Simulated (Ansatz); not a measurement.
Deforming Te

```
CELL_PARAMETERS angstrom
4.23410 -2.37120 0.00000
4.23410 2.37120 0.00000
-0.13045 0.00000 3.95735
ATOMIC_POSITIONS crystal
Te 0.67600 0.67600 0.67500
Te 0.32400 0.32400 0.32500
Te 0.00000 0.00000 0.00000
```

Atoms are numbered in the order listed.

The cell is COD entry 1533530, as deposited and not checked against the literature; nothing was relaxed.

No spin–orbit coupling, which matters for the heavy atoms here.

Level of theory: DFT, LDA, all-electron LAPW, scalar-relativistic in Ansatz 0.2.0.

Settings: a Γ-centred 8×8×8 k mesh, Fermi–Dirac smearing of 0.05 eV, basis error target 1 meV/atom, no spin polarisation.

The unchanged cell is at 4.75 GPa.

In a metal, stresses and small energies carry noise from the k mesh.

x, y and z are the Cartesian axes of the cell as listed; fractional coordinates follow a strain, and an engineering shear is twice the off-diagonal strain component.

Problem. One change gave: energy change under 1 meV/atom; stress change (xx, yy, zz, yz, xz, xy) -0.33, 0.44, -0.01, -0.42, -0.85, -0.43 GPa, compression positive; change of the force on Te2 (-0.025, -0.003, -0.025) eV/Å. Which change was it?
A. equal xy, yz and zx engineering shear strains of -1 %
B. equal xy, yz and zx engineering shear strains of -2 %
C. equal xy, yz and zx engineering shear strains of +2 %
D. equal xy, yz and zx engineering shear strains of +1 %
E. equal xy, yz and zx engineering shear strains of -3 %
F. equal xy, yz and zx engineering shear strains of +3 %

Solution. C. For equal xy, yz and zx engineering shear strains of -3 %: energy change +12 meV/atom; stress change (xx, yy, zz, yz, xz, xy) 0.82, -0.75, 0.38, 0.70, 1.21, 0.50 GPa, compression positive; change of the force on Te1 (-0.033, 0.003, -0.030) eV/Å. For equal xy, yz and zx engineering shear strains of -1 %: energy change +2 meV/atom; stress change (xx, yy, zz, yz, xz, xy) 0.23, -0.29, 0.10, 0.21, 0.45, 0.24 GPa, compression positive; change of the force on Te1 (-0.017, 0.000, -0.011) eV/Å. For equal xy, yz and zx engineering shear strains of -2 %: energy change +6 meV/atom; stress change (xx, yy, zz, yz, xz, xy) 0.50, -0.56, 0.25, 0.45, 0.86, 0.38 GPa, compression positive; change of the force on Te1 (-0.029, 0.001, -0.021) eV/Å. For equal xy, yz and zx engineering shear strains of +1 %: energy change under 1 meV/atom; stress change (xx, yy, zz, yz, xz, xy) -0.17, 0.23, -0.04, -0.19, -0.44, -0.24 GPa, compression positive; change of the force on Te2 (-0.014, -0.001, -0.012) eV/Å. For equal xy, yz and zx engineering shear strains of +3 %: energy change +2 meV/atom; stress change (xx, yy, zz, yz, xz, xy) -0.48, 0.59, 0.09, -0.65, -1.15, -0.51 GPa, compression positive; change of the force on Te2 (-0.033, -0.004, -0.038) eV/Å.
